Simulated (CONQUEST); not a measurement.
# Cl in CONQUEST: convergence with k mesh

Input of the first run (k mesh 1 × 1 × 1); the others differ in this setting and in those tied to it:

File Conquest_input:

```
IO.Title Cl
IO.Coordinates coords.dat
IO.FractionalAtomicCoords T
IO.Iprint 2
IO.Iprint_init 1
General.NumberOfSpecies 1
General.PseudopotentialType hamann
AtomMove.TypeOfRun static
AtomMove.FullStress T
Grid.GridCutoff 120
DM.SolutionMethod diagon
Diag.MPMesh T
Diag.GammaCentred T
Diag.MPMeshX 1
Diag.MPMeshY 1
Diag.MPMeshZ 1
Diag.kT 0.00183747
minE.SCTolerance 1e-6
SC.MaxIters 100
IO.AtomChargeOutput T
%block ChemicalSpeciesLabel
1 35.450 Cl
%endblock
```

File coords.dat:

```
    8.5037675608     0.0000000000     0.0000000000
    0.0000000000    11.8863773239     0.0000000000
    0.0000000000     0.0000000000    15.5146514832
8
  0.3753760000   0.9862980000   0.3974110000 1 T T T
  0.8753760000   0.4862980000   0.3974110000 1 T T T
  0.1552550000   0.9927730000   0.9042200000 1 T T T
  0.6552550000   0.4927730000   0.9042200000 1 T T T
  0.1408730000   0.5087730000   0.6042860000 1 T T T
  0.6408730000   0.0087730000   0.6042860000 1 T T T
  0.3766080000   0.5044540000   0.0961770000 1 T T T
  0.8766080000   0.0044540000   0.0961770000 1 T T T
```

Potentials or basis: PseudoDojo NC PBE, SZP, grid cutoff 120 Ha.

Command:

```bash
$ OMP_NUM_THREADS=1 Conquest
```

The cell isn't the ideal one: atoms moved at random.

Hardware: 1 thread of Intel(R) Xeon(R) 6975P-C (Granite Rapids), with other jobs on the host.

**Question.** The values tried are 1 × 1 × 1, 2 × 1 × 1, 2 × 2 × 1, 3 × 2 × 2, 4 × 3 × 2, 4 × 3 × 3, 5 × 4 × 3, 6 × 4 × 4, 7 × 5 × 4, 9 × 6 × 5, loosest first. From which on does the gap on the mesh stay within 0.01 eV of the tightest run that finished?

**Answer.** From 7 × 5 × 4 on.

```tsv
k mesh	energy less the tightest run, at zero smearing (meV/atom)	pressure (GPa)	largest force (eV/Å)	gap on the mesh (eV)	SCF cycles	CPU time (s)	peak memory (GiB)
1 × 1 × 1	77.62	2.53	1.536	2.109	8	9.9	0.4
2 × 1 × 1	-26.70	1.60	2.241	2.160	8	10	0.41
2 × 2 × 1	-21.02	1.71	2.223	2.167	8	11	0.41
3 × 2 × 2	-0.07	2.03	2.093	2.103	7	10	0.41
4 × 3 × 2	0.07	2.04	2.089	2.046	7	11	0.41
4 × 3 × 3	0.00	2.04	2.090	2.093	7	11	0.4
5 × 4 × 3	0.00	2.04	2.090	2.098	7	12	0.41
6 × 4 × 4	0.00	2.04	2.090	2.037	7	14	0.41
7 × 5 × 4	0.00	2.04	2.090	2.066	7	15	0.41
9 × 6 × 5	0.00	2.04	2.090	2.059	7	19	0.41
```

Against the tightest run, the energy stays within 1 meV/atom from 3 × 2 × 2 on; the pressure stays within 0.1 GPa from 3 × 2 × 2 on; the largest force stays within 0.005 eV/Å from 3 × 2 × 2 on. Meshes of other sizes hit other points, so gaps and Fermi surfaces needn't settle smoothly. The tightest run that finished is the yardstick and may itself not be fully converged.

Caveat, for the tightest run too: the atomic basis is small; an odd mesh through Γ misses points on the zone boundary, where band edges often lie; the basis of atomic orbitals isn't converged, which shifts pressures, moduli and gaps.
